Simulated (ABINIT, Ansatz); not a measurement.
# BeTe (F-43m): G0W0 with ABINIT, start to end, part 3 of 3

Aim: the G0W0 gap of BeTe (F-43m) on PBE, step by step.

ABINIT 10.8.3; PBE and many-body steps on it, plane waves. Known limits of the many-body steps: not at the basis limit; exchange with frozen shells missing; no spin-orbit coupling.

So far. Step 4 (Empty states on the mesh, 6×6×6 mesh, 425 bands): On this mesh the gap is 2.028 eV. Step 5 (Screening, 6×6×6 mesh, 417 bands, screening to 326.5 eV): Local fields lower ε∞ by 13 %.

## (6) Self-energy, 6×6×6 mesh, 417 bands, screening to 326.5 eV

The self-energy is evaluated for the states that the input lists, and the levels follow from it, in one-shot runs by the linearised quasiparticle equation.

This step: G0W0 on PBE, plane waves, norm-conserving pseudopotentials.

run.abi reads:

```
acell 3*1.0 Angstrom
rprim 
  -0.000000000000 2.831458787600 2.831458787600
  2.831458787600 0.000000000000 2.831458787600
  2.831458787600 2.831458787600 0.000000000000
ntypat 2
znucl 4 52
natom 2
typat 1 2
xred 
  0.000000000000 0.000000000000 0.000000000000
  0.750000000000 0.750000000000 0.750000000000
pp_dirpath "pseudos"
pseudos "Be.upf, Te.upf"
ecut 38
ngkpt 6 6 6
nshiftk 1
shiftk 0 0 0
kptopt 1
chksymbreak 0
istwfk *1
occopt 1
irdwfk 1
optdriver 4
nband 417
gwcalctyp 0
ecutsigx 38
symsigma 1
nkptgw 2
kptgw 
  0.0000000000 0.0000000000 0.0000000000
  0.5000000000 0.5000000000 0.0000000000
bdgw 
  8 13
  9 12
ecuteps 12
irdscr 1
ppmodel 1
indata_prefix "in"
outdata_prefix "out"
tmpdata_prefix "tmp"
```

The run is started by

```console
OMP_NUM_THREADS=1 mpirun -n 8 abinit run.abi > log
```

Numbers of over 12 decimals in the logs are rounded to 6 here.

The log of the run:

```text
.Version 10.8.3 of ABINIT. v10.8.2 released Aug 2026.

 Symmetries : space group F-4 3 m (#216); Bravais cF (face-center cubic)
[... echo of the input left out ...]
== DATASET  1 ==================================================================
-   mpi_nproc: 8, omp_nthreads: 1 (-1 if OMP is not activated)

--- !DatasetInfo
iteration_state: {dtset: 1, }
dimensions: {natom: 2, nkpt: 16, mband: 417, nsppol: 1, nspinor: 1, nspden: 1, mpw: 3479, }
cutoff_energies: {ecut:  38.0, pawecutdg:  -1.0, }
electrons: {nelect:   2.00000000E+01, charge:   0.00000000E+00, occopt:   1.00000000E+00, tsmear:   1.00000000E-02, }

 SIGMA: Calculation of the GW corrections

 Based on a program developped by R.W. Godby, V. Olevano, G. Onida, and L. Reining.
 Incorporated in ABINIT by V. Olevano, G.-M. Rignanese, and M. Torrent.
.Using double precision arithmetic ; gwpc =  8

[... cell and pseudopotentials left out ...]
--------------------------------------------------------------------------------

 ==== K-mesh for the wavefunctions ====
 Number of points in the irreducible wedge :    16
[... list of points left out ...]
 Together with 24 symmetry operations and time-reversal symmetry
 yields   216 points in the full Brillouin Zone.

 ==== Q-mesh for screening function ====
 Number of points in the irreducible wedge :    16
[... list of points left out ...]
 Together with 24 symmetry operations and time-reversal symmetry
 yields   216 points in the full Brillouin Zone.

 vcoul_init : cutoff-mode = AUXILIARY_FUNCTION
 q-points for optical limit:   1
     1)      0.000010    0.000020    0.000030
 setmesh: FFT mesh size selected  =    45x   45x   45
          total number of points  =        91125

 Number of electrons calculated from density =   20.0000; Expected =   20.0000
 average of density, n =  0.065279
 r_s =    1.5407
 omega_plasma =   24.6457 [eV]

 === KS Band Gaps ===
  >>>> For spin  1
   Minimum direct gap =   3.6577 [eV], located at k-point      :   0.0000  0.0000  0.0000
   Fundamental gap    =   2.0277 [eV], Top of valence bands at :   0.0000  0.0000  0.0000
                                       Bottom of conduction at :   0.5000  0.5000  0.0000
 SIGMA fundamental parameters:
 PLASMON POLE MODEL  1
 number of plane-waves for SigmaX                 3479
 number of plane-waves for SigmaC and W            609
 number of plane-waves for wavefunctions          3479
 number of bands                                   417
 number of independent spin polarizations            1
 number of spinorial components                      1
 number of k-points in IBZ                          16
 number of q-points in IBZ                          16
 number of symmetry operations                      24
 number of k-points in BZ                          216
 number of q-points in BZ                          216
 number of frequencies for dSigma/dE                 9
 frequency step for dSigma/dE [eV]                0.25
 number of omega for Sigma on real axis              0
 max omega for Sigma on real axis  [eV]           0.00
 zcut for avoiding poles [eV]                     0.10

 EPSILON^-1 parameters (SCR file):
 dimension of the eps^-1 matrix on file            609
 dimension of the eps^-1 matrix used               609
 number of plane-waves for wavefunctions          3479
 number of bands                                   417
 number of q-points in IBZ                          16
 number of frequencies                               2
 number of real frequencies                          1
 number of imag frequencies                          1

 matrix elements of self-energy operator (all in [eV])

 Perturbative Calculation

--- !SelfEnergy_ee
iteration_state: {dtset: 1, }
kpoint     : [   0.000,    0.000,    0.000, ]
spin       : 1
KS_gap     :    3.658
QP_gap     :    5.351
Delta_QP_KS:    1.694
data: !SigmaeeData |
     Band     E0 <VxcDFT>   SigX SigC(E0)      Z dSigC/dE  Sig(E)    E-E0       E
        8   3.976 -12.492 -15.162   0.879   0.801  -0.248 -13.927  -1.435   2.541
        9   3.976 -12.492 -15.162   0.879   0.801  -0.248 -13.927  -1.435   2.541
       10   3.976 -12.492 -15.162   0.879   0.801  -0.248 -13.927  -1.435   2.541
       11   7.634 -10.191  -5.636  -4.232   0.800  -0.250  -9.932   0.259   7.893
       12   7.634 -10.191  -5.636  -4.232   0.800  -0.250  -9.932   0.259   7.893
       13   7.634 -10.191  -5.636  -4.232   0.800  -0.250  -9.932   0.259   7.893

--- !SelfEnergy_ee
iteration_state: {dtset: 1, }
kpoint     : [   0.500,    0.500,    0.000, ]
spin       : 1
KS_gap     :    4.602
QP_gap     :    6.026
Delta_QP_KS:    1.424
data: !SigmaeeData |
     Band     E0 <VxcDFT>   SigX SigC(E0)      Z dSigC/dE  Sig(E)    E-E0       E
        9   1.402 -11.285 -14.720   1.646   0.788  -0.269 -12.695  -1.410  -0.008
       10   1.402 -11.285 -14.720   1.646   0.788  -0.269 -12.695  -1.410  -0.008
       11   6.004  -8.757  -4.901  -3.839   0.814  -0.228  -8.743   0.014   6.018
       12   6.690  -9.557  -5.481  -3.887   0.809  -0.236  -9.404   0.153   6.843

== END DATASET(S) ==============================================================
================================================================================

 -outvars: echo values of variables after computation  --------
           etotal      0.0000000000E+00
            nband         417
             nkpt          16
          spgroup         216
 [... the other variables as echoed above ...]

 Calculation completed.
```

Run time: 2.7 min. Hardware: 8 MPI ranks of Arm Neoverse V2, shared host; peak memory 8.9 GiB.

Numbers from this step:

* G0W0 gap on the points computed: 3.477 eV
* starting gap on the mesh: 2.028 eV
* k of the valence top: 0, 0, 0
* k of the conduction bottom: 0.5, 0.5, 0
* Z at the valence top: 0.801
* Z at the conduction bottom: 0.814
* least direct G0W0 gap on the computed points: 5.352 eV

The gap on the mesh goes from 2.03 eV to 3.48 eV, a correction of +1.45 eV.

Limits: finite bands, cutoff and mesh; exchange with frozen shells missing; no spin-orbit coupling. v1 is the top filled band, c1 the lowest empty one. The levels before and after the correction (eV, zero at the valence-band top of each column):

|  | conduction bottom | valence top |
| --- | --- | --- |
| Kohn-Sham | 2.03 | 0.00 |
| G0W0 | 3.48 | 0.00 |

|  | level | energy (eV) |
| --- | --- | --- |
| Kohn-Sham | Γ v3-v1 | 0.000 |
| Kohn-Sham | Γ c1-c3 | 3.658 |
| Kohn-Sham | (0.5 0.5 0) v2-v1 | -2.574 |
| Kohn-Sham | (0.5 0.5 0) c1 | 2.028 |
| Kohn-Sham | (0.5 0.5 0) c2 | 2.714 |
| G0W0 | Γ v3-v1 | 0.000 |
| G0W0 | Γ c1-c3 | 5.352 |
| G0W0 | (0.5 0.5 0) v2-v1 | -2.549 |
| G0W0 | (0.5 0.5 0) c1 | 3.477 |
| G0W0 | (0.5 0.5 0) c2 | 4.302 |

## (7) Where the time went

Times are wall times on 8 MPI ranks of Arm Neoverse V2, shared host, good to a factor of about two.

| step | time | share | memory (GiB) |
| --- | --- | --- | --- |
| ground state | 5.3 s | 0 % | 0.61 |
| bands along the symmetry lines | 6.8 s | 1 % | 0.54 |
| empty states on the mesh | 56 s | 5 % | 5.6 |
| screening | 17 min | 81 % | 8.0 |
| self-energy | 2.7 min | 13 % | 8.9 |

## (8) Results

- PBE gap: 2.03 eV, indirect
- G0W0 gap on the mesh: 3.48 eV
- GW settings: 6×6×6 mesh, 417 bands, screening to 326.5 eV, Godby-Needs plasmon pole
- known limits: not at the basis limit; exchange with frozen shells missing; no spin-orbit coupling

What this shows: G0W0 moves the gap on the mesh from 2.03 eV to 3.48 eV (+1.45 eV), with Z of 0.80 and 0.81 at the edges. Local fields lower the RPA ε∞ on this mesh from 8.41 to 7.30. Only 2 of the mesh's irreducible points were corrected, so a valley elsewhere could overtake. The dearest step here is «screening». Against experiment, by G0W0@PBE: the gap of 3.48 eV lies +0.68 eV from the measured 2.8 eV (indirect, quoted 1997); the gap of 3.48 eV lies +0.78 eV from the measured 2.7 eV (indirect, quoted 1997). The calculation has static nuclei and no excitons; a measured gap holds zero-point and thermal motion, which mostly lowers it. A miss this large is more than these effects usually give: tightly bound excitons can cover part of it, absorption edges can read low, one-shot GW can overshoot, and the runs shown don't tell these apart. With atoms this heavy the missing spin-orbit coupling can matter too. Bands and cutoff are finite, so the gap is not at the basis limit. The miss can reach some tenths of an eV and take either sign; the mesh is an error of its own. In the G0W0 run levels were corrected at 2 k points alone, so a gap called «on the mesh» is the least over those, and an edge elsewhere would be missed. The norm-conserving file of at least one element keeps a d shell over frozen s and p shells of the same row. Exchange with those shells is missing from the self-energy, an error of 0.3 to 0.9 eV in cases checked, whose sign depends on which edge lies on those atoms.

[Paths, hosts, dates, memory and timing lines, banners, echoed tables and standing remarks are left out of the program output.]

[Logs are printed without paths, hosts, clocks, repeated set-up lines and the standing remarks that a program may print on its own settings, such as how far it seeks lower states.]

[Runs of the session that timed out or met a known fault of the program may be left out.]

[Hosts, paths, dates, database ids (printed as entryN), source tags and the programs' standing remarks are cut or masked in the printed files.]

[G0W0 gaps are taken among the corrected bands and points alone; a level outside them can change the order at an edge.]

[Where Ansatz stands beside ABINIT at settings called matched, ABINIT's density can come from a denser mesh and the files from another edition; pairs whose starting gaps differed by over 0.03 eV were left out, so agreement reads better than it is.]
